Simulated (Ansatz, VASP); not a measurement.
One calculation of TePb, two programs

```
CELL_PARAMETERS angstrom
0.00000 3.22700 3.22700
3.22700 0.00000 3.22700
3.22700 3.22700 0.00000
ATOMIC_POSITIONS crystal
Te 0.48083 0.50000 0.50000
Pb 0.00000 0.00000 0.00000
```

Change from the starting cell: all Te atoms moved +0.087 Å, as atom 1 towards its neighbour atom 1 (Te) at 4.564 Å.

Alike in both runs: task single point; functional PBE; k mesh 8 × 8 × 8; occupations gaussian, width 0.05 eV; no spin polarisation.

|  | VASP | Ansatz |
| --- | --- | --- |
| version | VASP 6.6.1 | Ansatz 0.2.0 |
| potentials or method | VASP PAW PBE potentials, release 64 (Te, Pb_d) | scalar-relativistic, plane waves, PAW |
| plane-wave cutoff (eV) | 520 | 420 |
| valence electrons in the cell | 20 | 30 |

VASP gave:

| Item | Value |
| --- | --- |
| gap on the k mesh at the Fermi level (eV) | 0.74 |
| least direct gap on the mesh (eV) | 0.74 |
| pressure (GPa) | 2.4 |
| largest component of the traceless stress (GPa) | 0.10 |
| rms of the force components (eV/Å) | 0.038 |

Task: Estimate Ansatz's values.

Result: gap on the k mesh at the Fermi level (eV): 0.74; least direct gap on the mesh (eV): 0.74; pressure (GPa): 2.4; largest component of the traceless stress (GPa): 0.10; rms of the force components (eV/Å): 0.037.

Atom by atom the forces differ by 0.001 eV/Å (rms over components). With one functional, cell and mesh, what is left measures potentials, basis and numerics. The two sets of potentials don't hold the same shells in valence.

Caveats: spin-orbit coupling is left out, which as a rule narrows the gap of such compounds by several tenths of an eV. A k mesh can miss the band edges.
